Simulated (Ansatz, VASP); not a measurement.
One calculation of Pb, two programs

Contents of INCAR:

```
SYSTEM = Pb
PREC = Accurate
ENCUT = 520
EDIFF = 1E-6
ISMEAR = 0
SIGMA = 0.15
LREAL = .False.
LASPH = .True.
NELM = 80
ALGO = Fast
ISIF = 2
LWAVE = .False.
LCHARG = .True.
GGA = PS
LELF = .True.
LVHAR = .True.
NBANDS = 13
```

File KPOINTS:

```
regular mesh
0
Gamma
  18 18 18
  0 0 0
```

POSCAR

```
Pb
1.0
    0.0000000000      2.5036370814      2.4034915982
    2.5036370814      0.0000000000      2.4034915982
    2.5036370814      2.5036370814      0.0000000000
Pb
1
Direct
    0.0000000000      0.0000000000      0.0000000000
```

Input for Ansatz:

```yaml
crystal:
  lattice:
    - [0.0, 2.5036370814, 2.4034915982]
    - [2.5036370814, 0.0, 2.4034915982]
    - [2.5036370814, 2.5036370814, 0.0]
  atoms:
    - { symbol: Pb, position: [0.0, 0.0, 0.0] }
basis:
  ecutwfc: 420
kpoints:
  mp_grid: { grid: [18, 18, 18] }
hamiltonian:
  xc: pbesol
scf:
  occupations: { method: gaussian, width: 0.15 }
output:
  forces: true
  stress: true
  eigenvalues: true
  write_density: true
  write_potential: true
  elf: true
  volumetric_format: npy
```

Alike in both runs: task single point; functional PBEsol; k mesh 18 × 18 × 18; occupations gaussian, width 0.15 eV; no spin polarisation.

|  | VASP | Ansatz |
| --- | --- | --- |
| version | VASP 6.6.1 | Ansatz 0.2.0 |
| potentials or method | VASP PAW PBE potentials, release 64 (Pb_d) | scalar-relativistic, plane waves, PAW |
| plane-wave cutoff (eV) | 520 | 420 |
| valence electrons in the cell | 14 | 14 |

|  | VASP | Ansatz | Ansatz less VASP |
| --- | --- | --- | --- |
| gap on the k mesh at the Fermi level (eV) | none | none | - |
| pressure (GPa) | -0.2 | -0.2 | +0.03 |
| largest component of the traceless stress (GPa) | 0.16 | 0.16 | 0.000 |

A gap of «none» marks a metal or a gap that the smearing closes. The functional is the same, so the differences come from potentials, cutoffs and numerics.

Caveats: the PAW data sets were made with another functional, which shifts forces and pressure a little (VASP). Spin-orbit coupling is left out, which matters for the levels of Pb.
